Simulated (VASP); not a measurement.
The system is HfO2.

```xyz
6
Lattice="3.5509 0.0000 0.0000 0.0000 3.5509 0.0000 0.0000 0.0000 5.1294" Properties=species:S:1:pos:R:3 pbc="T T T"
Hf    1.7755    1.7755    2.5647
Hf    0.0000    0.0000    0.0000
O     0.0000    1.7755    3.6031
O     1.7755    3.5509    4.0909
O     1.7755    0.0000    1.5262
O     0.0000    1.7755    1.0384
```

Measurements of this composition are mostly on another form, of space group No. 14.

Base run:

```yaml
Program: VASP 6.6.1
Functional: PBEsol
Potentials_or_basis: VASP PAW PBE potentials, release 64 (Hf_pv, O_h)
Cutoff: 900 eV
k_mesh: 6 × 6 × 6
Occupations: gaussian, width 0.02 eV
Spin: no spin polarisation
```

Its results: band gap on the k mesh 4.59 eV, indirect (least direct gap 4.68 eV); pressure -0.3 GPa.

Q: The run is repeated on the same cell with these changes: potentials or basis from VASP PAW PBE potentials, release 64 (Hf_pv, O_h) to VASP PAW PBE potentials, release 64 (Hf_pv, O); cutoff from 900 eV to 520 eV; occupations from gaussian, width 0.02 eV to gaussian, width 0.5 eV. What comes out?

A: Band gap on the k mesh 4.59 eV, indirect (least direct gap 4.68 eV); pressure 0.3 GPa.

Caveats: the PAW data sets were made with another functional, which shifts forces and pressure a little; spin-orbit coupling is left out, which moves the levels of the heavy elements; the cutoff is under 1.25 times the usual one of these potentials, so pressure, stress and relaxed cells hold a basis-set (Pulay) error (some runs).

A k mesh can miss the band edges.

Not every run made on this cell is shown here.
